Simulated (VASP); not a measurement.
# SrO (Fm-3m) in VASP: Born charges and dielectric tensor with LDA

Aim: the Born charges and dielectric tensor of SrO with LDA.

All numbers are computed with VASP 6.6.1; they aren't measurements. Logs are shortened: lines on timing, memory, paths and dates and some standing lists are left out, and cuts for length are marked.

**1. The crystal as given**

Symmetry: Fm-3m, No. 225, cubic system. The conventional cell has a = 5.075 Å, b = 5.075 Å, c = 5.075 Å, α = 90.00°, β = 90.00°, γ = 90.00°. Sr (site symmetry m-3m) has 6 O at 2.54 Å as nearest neighbours. Around O (site symmetry m-3m) lie 6 Sr at 2.54 Å.

**2. Born charges and dielectric tensor, LDA**

Input file INCAR:

```
SYSTEM = SrO
ALGO = Fast ; EDIFF = 1E-8
ENCUT = 600 ; GGA = CA
IBRION = 8 ; ISIF = 2
ISMEAR = 0 ; LASPH = .True.
LCHARG = .False. ; LEPSILON = .True.
LREAL = .False. ; LWAVE = .False.
NELM = 100 ; NSW = 1
PREC = Accurate ; SIGMA = 0.02
```

Input file KPOINTS:

```
k-points
0
Gamma
  8 8 8
  0 0 0
```

Input file POSCAR:

```
SrO
1.0
    0.0000000000      2.5377300000      2.5377300000
    2.5377300000      0.0000000000      2.5377300000
    2.5377300000      2.5377300000      0.0000000000
Sr O
1 1
Direct
    0.0000000000      0.0000000000      0.0000000000
    0.5000000000      0.5000000000      0.5000000000
```

Potentials or basis: VASP PAW LDA potentials, release 64 (Sr_sv, O).

The run is started by

```
> cat potpaw_LDA.64/Sr_sv/POTCAR potpaw_LDA.64/O/POTCAR > POTCAR
> mpirun -np 1 vasp_std > vasp.out
```

OUTCAR:

```text
SYSTEM = SrO
   EDIFF = 1E-8
   ENCUT = 600
   GGA = CA
   IBRION = 8
   ISIF = 2
   ISMEAR = 0
   LASPH = .True.
   LEPSILON = .True.
   LREAL = .False.
   NELM = 100
   NSW = 1
   PREC = Accurate

 ion  position               nearest neighbor table
   1  0.000  0.000  0.000-   2 2.54   2 2.54   2 2.54   2 2.54   2 2.54   2 2.54
   2  0.500  0.500  0.500-   1 2.54   1 2.54   1 2.54   1 2.54   1 2.54   1 2.54

  LATTYP: Found a face centered cubic cell.
 ALAT       =     5.0754600000

  Lattice vectors:

 A1 = (   0.0000000000,   2.5377300000,   2.5377300000)
 A2 = (   2.5377300000,   0.0000000000,   2.5377300000)
 A3 = (   2.5377300000,   2.5377300000,   0.0000000000)

Analysis of symmetry for initial positions (statically):
=====================================================================
 Subroutine PRICEL returns:
 Original cell was already a primitive cell.

 Routine SETGRP: Setting up the symmetry group for a
 face centered cubic supercell.

 Subroutine GETGRP returns: Found 48 space group operations
 (whereof 48 operations were pure point group operations)
 out of a pool of 48 trial point group operations.

The static configuration has the point symmetry O_h .

Analysis of symmetry for dynamics (positions and initial velocities):
=====================================================================
 Subroutine PRICEL returns:
 Original cell was already a primitive cell.

 Routine SETGRP: Setting up the symmetry group for a
 face centered cubic supercell.

 Subroutine GETGRP returns: Found 48 space group operations
 (whereof 48 operations were pure point group operations)
 out of a pool of 48 trial point group operations.

The dynamic configuration has the point symmetry O_h .

 Subroutine INISYM returns: Found 48 space group operations
 (whereof 48 operations are pure point group operations),
 and found     1 'primitive' translations

----------------------------------------------------------------------------------------

                                     Primitive cell

  volume of cell :      32.6863

  direct lattice vectors                    reciprocal lattice vectors
     0.000000000  2.537730000  2.537730000    -0.197026476  0.197026476  0.197026476
     2.537730000  0.000000000  2.537730000     0.197026476 -0.197026476  0.197026476
     2.537730000  2.537730000  0.000000000     0.197026476  0.197026476 -0.197026476

  length of vectors
     3.588892184  3.588892184  3.588892184     0.341259868  0.341259868  0.341259868

  position of ions in fractional coordinates (direct lattice)
     0.000000000  0.000000000  0.000000000
     0.500000000  0.500000000  0.500000000

  ion indices of the primitive-cell ions
   primitive index   ion index
                 1           1
                 2           2

----------------------------------------------------------------------------------------

 KPOINTS: k-points

Automatic generation of k-mesh.
 Grid dimensions read from file:
 generate k-points for:    8    8    8

 Generating k-lattice:

  Cartesian coordinates                     Fractional coordinates (reciprocal lattice)
    -0.024628310  0.024628310  0.024628310     0.125000000  0.000000000  0.000000000
     0.024628310 -0.024628310  0.024628310     0.000000000  0.125000000  0.000000000
     0.024628310  0.024628310 -0.024628310     0.000000000  0.000000000  0.125000000

  Length of vectors
     0.042657483  0.042657483  0.042657483

  Shift w.r.t. Gamma in fractional coordinates (k-lattice)
     0.000000000  0.000000000  0.000000000

 Subroutine IBZKPT returns following result:
 ===========================================

 Found     29 irreducible k-points:

 Following reciprocal coordinates:
            Coordinates               Weight
  0.000000  0.000000  0.000000      1.000000
[... 469 lines left out ...]
     2.537730000  0.000000000  2.537730000     0.197026476 -0.197026476  0.197026476
     2.537730000  2.537730000  0.000000000     0.197026476  0.197026476 -0.197026476

 POSITION                                       TOTAL-FORCE (eV/Angst)
 -----------------------------------------------------------------------------------
      0.00000      0.00000      0.00000        -0.000000      0.000000      0.000000
      2.53773      2.53773      2.53773         0.000000     -0.000000     -0.000000
 -----------------------------------------------------------------------------------
    total drift:                                0.000000      0.000000      0.000000

  FREE ENERGIE OF THE ION-ELECTRON SYSTEM (eV)
  ---------------------------------------------------
  free  energy   TOTEN  =       -13.3895437572 eV

  energy  without entropy=      -13.3895437572  energy(sigma->0) =      -13.38954376

 HEAD OF MICROSCOPIC STATIC DIELECTRIC TENSOR (INDEPENDENT PARTICLE, excluding Hartree and local field effects)
 ------------------------------------------------------
           4.125100     0.000000    -0.000000
           0.000000     4.125100    -0.000000
           0.000000     0.000000     4.125100
 ------------------------------------------------------

 Free energy of the ion-electron system (eV)
  ---------------------------------------------------
  ---------------------------------------------------
  free energy    TOTEN  =        -0.27927805 eV

  energy without entropy =       -0.27927805

------------------------ aborting loop because EDIFF is reached ----------------------------------------

--------------------------------------- Ionic step        2  -------------------------------------------

------------------------ aborting loop because EDIFF is reached ----------------------------------------

--------------------------------------- Ionic step        3  -------------------------------------------

------------------------ aborting loop because EDIFF is reached ----------------------------------------

 PIEZOELECTRIC TENSOR FIELD DIRECTION 3  (e Angst)
 -----------------------------------------------------------------------------
     0.00001  0.00000  0.00000           ( -0.00001  0.00000  0.00000)
     0.00000  0.00001 -0.00000           (  0.00000 -0.00001  0.00000)
     0.00000  0.00000 -0.00080           (  0.00000  0.00000 -0.00001)

 PIEZOELECTRIC TENSOR FIELD DIRECTION 3  (C/m^2)
 -----------------------------------------------------------------------------
     0.00001  0.00000  0.00000
     0.00000  0.00001 -0.00000
     0.00000  0.00000 -0.00039

--------------------------------------- Ionic step        4  -------------------------------------------

------------------------ aborting loop because EDIFF is reached ----------------------------------------

[... ionic steps 5 to 6 ...]

--------------------------------------- Ionic step        7  -------------------------------------------

 Free energy of the ion-electron system (eV)
  ---------------------------------------------------
  ---------------------------------------------------
  free energy    TOTEN  =        -0.35909385 eV

  energy without entropy =       -0.35909385

------------------------ aborting loop because EDIFF is reached ----------------------------------------

 INTERNAL STRAIN TENSOR  FOR ION    2  DIRECTION 1   (eV/Angst):
 -----------------------------------------------------------------------------
     0.00150 -0.00000  0.00000
     0.00000 -0.00450  0.00000
    -0.00000  0.00000 -0.00450

 MACROSCOPIC STATIC DIELECTRIC TENSOR (including local field effects in DFT)
 ------------------------------------------------------
           3.900150     0.000000     0.000000
           0.000000     3.900150     0.000000
          -0.000000     0.000000     3.900150
 ------------------------------------------------------

 PIEZOELECTRIC TENSOR (including local field effects)  for field in x, y, z        (e  Angst)
          XX          YY          ZZ          XY          YZ          ZX
  --------------------------------------------------------------------------------
  x     0.00000     0.00000     0.00000     0.00000     0.00000     0.00000
  y     0.00000     0.00000     0.00000     0.00000     0.00000     0.00000
  z     0.00000     0.00000     0.00000     0.00000     0.00000     0.00000

 PIEZOELECTRIC TENSOR (including local field effects)  for field in x, y, z        (C/m^2)
          XX          YY          ZZ          XY          YZ          ZX
  --------------------------------------------------------------------------------
  x     0.00000     0.00000     0.00000     0.00000     0.00000     0.00000
  y     0.00000     0.00000     0.00000     0.00000     0.00000     0.00000
  z     0.00000     0.00000     0.00000     0.00000     0.00000     0.00000

 BORN EFFECTIVE CHARGES (including local field effects) (in |e|, cummulative output)
 ---------------------------------------------------------------------------------
 ion    1
    1     2.47700     0.00000     0.00000
    2     0.00000     2.47700     0.00000
    3     0.00000     0.00000     2.47700
 ion    2
    1    -2.47700     0.00000     0.00000
    2     0.00000    -2.47700     0.00000
    3     0.00000     0.00000    -2.47700

 INTERNAL STRAIN TENSOR FOR ION    2 for displacements in x,y,z  (eV/Angst):
          X           Y           Z          XY          YZ          ZX
  --------------------------------------------------------------------------------
  x     0.00000     0.00000     0.00000     0.00000     0.00000     0.00000
  y     0.00000     0.00000     0.00000     0.00000     0.00000     0.00000
  z     0.00000     0.00000     0.00000     0.00000     0.00000     0.00000

 SECOND DERIVATIVES (NOT SYMMETRIZED)
 ------------------------------------
               1X          1Y          1Z          2X          2Y          2Z
  1X    -2.409527    0.000000    0.000000    2.409527    0.000000    0.000000
  1Y     0.000000   -2.409527    0.000000    0.000000    2.409527    0.000000
  1Z     0.000000    0.000000   -2.409527    0.000000    0.000000    2.409527
  2X     2.406269    0.000000    0.000000   -2.406269    0.000000    0.000000
  2Y     0.000000    2.406269    0.000000    0.000000   -2.406269    0.000000
  2Z     0.000000    0.000000    2.406269    0.000000    0.000000   -2.406269

 Eigenvectors and eigenvalues of the dynamical matrix
 ----------------------------------------------------

   1 f  =    6.593688 THz    41.429366 2PiTHz  219.941769 cm-1    27.269292 meV
             X         Y         Z           dx          dy          dz
      0.000000  0.000000  0.000000     0.383232    0.087866    0.000000
      2.537730  2.537730  2.537730    -0.896209   -0.205479    0.000000
[... 21 lines left out ...]
   6 f/i=    0.001612 THz     0.010131 2PiTHz    0.053782 cm-1     0.006668 meV
             X         Y         Z           dx          dy          dz
      0.000000  0.000000  0.000000     0.020846   -0.829731   -0.395633
      2.537730  2.537730  2.537730     0.008914   -0.354805   -0.169178

--------------------------------------------------------------------------------------------------------

 MACROSCOPIC STATIC DIELECTRIC TENSOR IONIC CONTRIBUTION
 ------------------------------------------------------
          14.106303     0.000000     0.000000
           0.000000    14.106303     0.000000
           0.000000     0.000000    14.106303
 ------------------------------------------------------

 ELASTIC MODULI CONTR FROM IONIC RELAXATION (kBar)
 Direction    XX          YY          ZZ          XY          YZ          ZX
 --------------------------------------------------------------------------------
 XX           0.0000      0.0000      0.0000      0.0000      0.0000      0.0000
 YY           0.0000      0.0000      0.0000      0.0000      0.0000      0.0000
 ZZ           0.0000      0.0000      0.0000      0.0000      0.0000      0.0000
 XY           0.0000      0.0000      0.0000      0.0000      0.0000      0.0000
 YZ           0.0000      0.0000      0.0000      0.0000      0.0000      0.0000
 ZX           0.0000      0.0000      0.0000      0.0000      0.0000      0.0000
 --------------------------------------------------------------------------------

 PIEZOELECTRIC TENSOR IONIC CONTR  for field in x, y, z        (C/m^2)
          XX          YY          ZZ          XY          YZ          ZX
  --------------------------------------------------------------------------------
  x     0.00000     0.00000     0.00000     0.00000     0.00000     0.00000
  y     0.00000     0.00000     0.00000     0.00000     0.00000     0.00000
  z     0.00000     0.00000     0.00000     0.00000     0.00000     0.00000
```

Wall time 3.4 min (1 thread of Intel Xeon 6975P-C (Granite Rapids), shared host); peak memory 0.23 GiB.

Results:

- Band gap on the k mesh: 3.07 eV, indirect (least direct gap 3.12 eV)
- Electronic dielectric tensor (diagonal): 3.90
- Born charges (mean of the diagonal): Sr +2.48; O -2.48 e
- Highest phonon frequency at Γ, LO-TO splitting left out: 220 cm⁻¹

Levels at points of the mesh, in eV from the valence-band top:
```csv
k point,band 6,band 7,band 8,band 9,band 10,band 11
"(0.00, 0.00, 0.00)",0.00,0.00,0.00,4.08,6.19,6.19
"(0.50, 0.00, 0.00)",-2.32,-1.24,-1.24,6.61,8.58,9.03
"(0.50, 0.50, 0.00)",-0.35,-0.05,-0.05,3.07,8.06,10.45
```

Phonon frequencies in cm⁻¹ (negative: imaginary):
```
              q point        frequencies
(0.000, 0.000, 0.000)  0 0 0 220 220 220
```

Electronic dielectric tensor:
```
3.90 0.00 0.00
0.00 3.90 0.00
0.00 0.00 3.90
```

Born effective charge tensors (e):
atom 1, Sr
```
2.48 0.00 0.00
0.00 2.48 0.00
0.00 0.00 2.48
```
atom 2, O
```
-2.48  0.00  0.00
 0.00 -2.48  0.00
 0.00  0.00 -2.48
```

A k mesh can miss the band edges. As with any semilocal functional, this LDA gap is likely too small.
